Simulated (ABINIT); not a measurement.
# Al (P-1) in ABINIT: single point with PBE+D3

Aim: the single point of Al with PBE+D3.

Everything below comes from runs of ABINIT 10.8.3 (patched build). Logs are shortened: lines on timing, memory, paths and dates and some standing lists are left out, and cuts for length are marked. The log counts tension as positive stress, the text compression.

## Step 1: Starting point

The typed cell holds 2 atoms: a = 2.881 Å, b = 2.742 Å, c = 4.189 Å, α = 95.60°, β = 75.65°, γ = 109.95°.

This isn't the form of Al at room conditions, which is fcc.

## Step 2: Single point, PBE+D3

run.abi reads:

```
pp_dirpath "./"
pseudos "Al.upf"

acell 2.8813278307 2.7422862251 4.188774645 Angstrom
rprim
    -0.4880796434     0.6544702688     0.5774486375
     0.5479101839    -0.6139984786     0.5681551713
     0.6220295649     0.7797508620     0.0711885779
ntypat 1
znucl 13
natom 2
typat 1 1
xcart
     0.0163249048     0.0270950386     0.0198075783
     1.3345504752     1.7069971964     1.7402203417 Angstrom
chkprim 0
chksymtnons 0
tolsym 1.0e-6

ecut 20.0

kptopt 1
ngkpt 8 8 5
nshiftk 1
shiftk 0.0 0.0 0.0

ixc 11
vdw_xc 6

nband 7
occopt 3
tsmear 0.05 eV

nstep 100
tolvrs 1.0e-10

iomode 3
prtwf 0
prtden 0
prteig 0
prtebands 0
enunit 2
```

Potentials or basis: PseudoDojo NC SR PBE v0.4.1 standard.

Command:

```sh
> abinit run.abi > log 2>&1
```

run.abo:

```text
.Version 10.8.3 of ABINIT
 Symmetries : space group P-1 (#  2); Bravais aP (primitive triclinic)
================================================================================
 Values of the parameters that define the memory need of the present run
     intxc =       0    ionmov =       0      iscf =       7    lmnmax =       6
     lnmax =       6     mgfft =      32  mpssoang =       3    mqgrid =    3001
     natom =       2  nloc_mem =       1    nspden =       1   nspinor =       1
    nsppol =       1      nsym =       2    n1xccc =    2501    ntypat =       1
    occopt =       3   xclevel =       2
       mpw =         880          nfft =       18432          nkpt =         162
================================================================================
================================================================================

--------------------------------------------------------------------------------
------------- Echo of variables that govern the present computation ------------
--------------------------------------------------------------------------------
 -outvars: echo values of preprocessed input variables --------
            acell      5.4449204790E+00  5.1821699243E+00  7.9156368822E+00 Bohr
              amu      2.69815390E+01
          chkprim           0
      chksymtnons           0
             ecut      2.00000000E+01 Hartree
           enunit           2
                       outvar_i_n : Printing only first  50 k-points.
              ixc          11
                       outvar_i_n : Printing only first  50 k-points.
         kptrlatt        8    0    0      0    8    0      0    0    5
          kptrlen      3.95781844E+01
            natom           2
            nband           7
            ngfft          24      24      32
             nkpt         162
            nstep         100
             nsym           2
           ntypat           1
                       prtocc : prtvol=0, do not print more k-points.
           occopt           3
           prtden           0
        prtebands           0
           prteig           0
            prtwf           0
            rprim     -4.8807964340E-01  6.5447026880E-01  5.7744863750E-01
                       5.4791018390E-01 -6.1399847860E-01  5.6815517130E-01
                       6.2202956490E-01  7.7975086200E-01  7.1188577900E-02
          spgroup           2
           tolsym      1.00000000E-06
           tolvrs      1.00000000E-10
           tsmear      1.83746611E-03 Hartree
            typat      1  1
           vdw_xc           6
                       outvars : Printing only first  50 k-points.
           xangst      1.6324904800E-02  2.7095038600E-02  1.9807578300E-02
                       1.3345504752E+00  1.7069971964E+00  1.7402203417E+00
            xcart      3.0849599104E-02  5.1202202325E-02  3.7430898204E-02
                       2.5219348993E+00  3.2257571989E+00  3.2885398445E+00
             xred      6.3271799981E-03  4.6127299829E-03  7.0204899999E-03
                       4.9367281996E-01  4.9538727002E-01  4.9297951004E-01
            znucl       13.00000

[... 99 lines left out ...]
 reduced coordinates (array xred) for    2 atoms
       0.006327179998      0.004612729983      0.007020490000
       0.493672819956      0.495387270018      0.492979510039
 rms dE/dt=  4.0949E-02; max dE/dt=  7.0291E-02; dE/dt below (all hartree)
    1      -0.008249927300     -0.004649141806      0.070291174877
    2       0.008249927300      0.004649141806     -0.070291174877

 cartesian coordinates (angstrom) at end:
    1      0.01632490480000     0.02709503860000     0.01980757830000
    2      1.33455047520000     1.70699719640000     1.74022034170000

 cartesian forces (hartree/bohr) at end:
    1     -0.00749602627734    -0.00565473349625     0.00269696265485
    2      0.00749602627734     0.00565473349625    -0.00269696265485
 frms,max,avg= 5.6403318E-03 7.4960263E-03   0.000E+00  0.000E+00  0.000E+00 h/b

 cartesian forces (eV/Angstrom) at end:
    1     -0.38546116929894    -0.29077808760206     0.13868339571300
    2      0.38546116929894     0.29077808760206    -0.13868339571300
 frms,max,avg= 2.9003752E-01 3.8546117E-01   0.000E+00  0.000E+00  0.000E+00 e/A
 length scales=  5.444920478979  5.182169924288  7.915636882197 bohr
              =  2.881327830700  2.742286225100  4.188774645000 angstroms
 Fermi (or HOMO) energy (hartree) =   0.28567   Average Vxc (hartree)=  -0.37456
 Eigenvalues (hartree) for nkpt= 162  k points:
 kpt#   1, nband=  7, wtk=  0.00313, kpt=  0.0000  0.0000  0.0000 (reduced coord)
  -0.14688    0.14795    0.20071    0.56429    0.56684    0.63658    0.65096
      occupation numbers for kpt#   1
   2.00000    2.00000    2.00000    0.00000    0.00000    0.00000    0.00000
 prteigrs : prtvol=0 or 1, do not print more k-points.

 Fermi (or HOMO) energy (eV) =   7.77353   Average Vxc (eV)= -10.19243
 Eigenvalues (   eV  ) for nkpt= 162  k points:
 kpt#   1, nband=  7, wtk=  0.00313, kpt=  0.0000  0.0000  0.0000 (reduced coord)
  -3.99685    4.02590    5.46157   15.35517   15.42459   17.32217   17.71349
 prteigrs : prtvol=0 or 1, do not print more k-points.

--- !EnergyTerms
iteration_state     : {dtset: 1, }
comment             : Components of total free energy in Hartree
kinetic             :  1.83053782622115E+00
hartree             :  1.58658709234795E-02
xc                  : -2.22240520756098E+00
Ewald energy        : -5.53889444360864E+00
psp_core            :  2.40815566735069E-01
local_psp           :  2.54604243681684E-01
non_local_psp       :  8.02754972391416E-01
VdWaals_dft_d       : -1.31734291064391E-02
internal            : -4.62989460032327E+00
'-kT*entropy'       : -2.29889547860472E-04
total_energy        : -4.63012448987113E+00
total_energy_eV     : -1.25992105860859E+02
band_energy         :  6.81244005984543E-01
...

 Cartesian components of stress tensor (hartree/bohr^3)
  sigma(1 1)= -3.86534085E-04  sigma(3 2)=  4.27335474E-04
  sigma(2 2)= -4.32497587E-04  sigma(3 1)=  1.92519254E-04
  sigma(3 3)= -4.64229122E-04  sigma(2 1)= -1.93154157E-04

-Cartesian components of stress tensor (GPa)         [Pressure=  1.2585E+01 GPa]
- sigma(1 1)= -1.13722254E+01  sigma(3 2)=  1.25726437E+01
- sigma(2 2)= -1.27245183E+01  sigma(3 1)=  5.66411199E+00
- sigma(3 3)= -1.36580923E+01  sigma(2 1)= -5.68279149E+00

== END DATASET(S) ==============================================================
================================================================================

 -outvars: echo values of variables after computation  --------
            acell      5.4449204790E+00  5.1821699243E+00  7.9156368822E+00 Bohr
           etotal     -4.6301244899E+00
            fcart     -7.4960262773E-03 -5.6547334963E-03  2.6969626549E-03
                       7.4960262773E-03  5.6547334963E-03 -2.6969626549E-03
            rprim     -4.8807964340E-01  6.5447026880E-01  5.7744863750E-01
                       5.4791018390E-01 -6.1399847860E-01  5.6815517130E-01
                       6.2202956490E-01  7.7975086200E-01  7.1188577900E-02
           strten     -3.8653408491E-04 -4.3249758667E-04 -4.6422912242E-04
                       4.2733547436E-04  1.9251925364E-04 -1.9315415666E-04
           xangst      1.6324904800E-02  2.7095038600E-02  1.9807578300E-02
                       1.3345504752E+00  1.7069971964E+00  1.7402203417E+00
             xred      6.3271799981E-03  4.6127299829E-03  7.0204899999E-03
                       4.9367281996E-01  4.9538727002E-01  4.9297951004E-01
 Calculation completed.
```

It took 15 s on 1 thread of Arm Neoverse V2, shared host; peak memory 0.07 GiB.

Results:

| Quantity | Value |
| --- | --- |
| Free energy | -125.9921 eV |
| Pressure | 12.6 GPa |
| Largest force | 0.502 eV/Å |
| Band gap on the k mesh | none (metal or under the smearing width) |
| Valence electrons inside the program's atomic spheres | Al 0.96 (radii [1.0584] Å) |

Forces in eV/Å, atoms in the order of the input:
```
Al  -0.385 -0.291  0.139
Al   0.385  0.291 -0.139
```

Stress tensor (GPa, compression positive):
```
 11.37   5.68  -5.66
  5.68  12.72 -12.57
 -5.66 -12.57  13.66
```

Caveat: pairwise dispersion overbinds metals, which lowers pressure and volume.
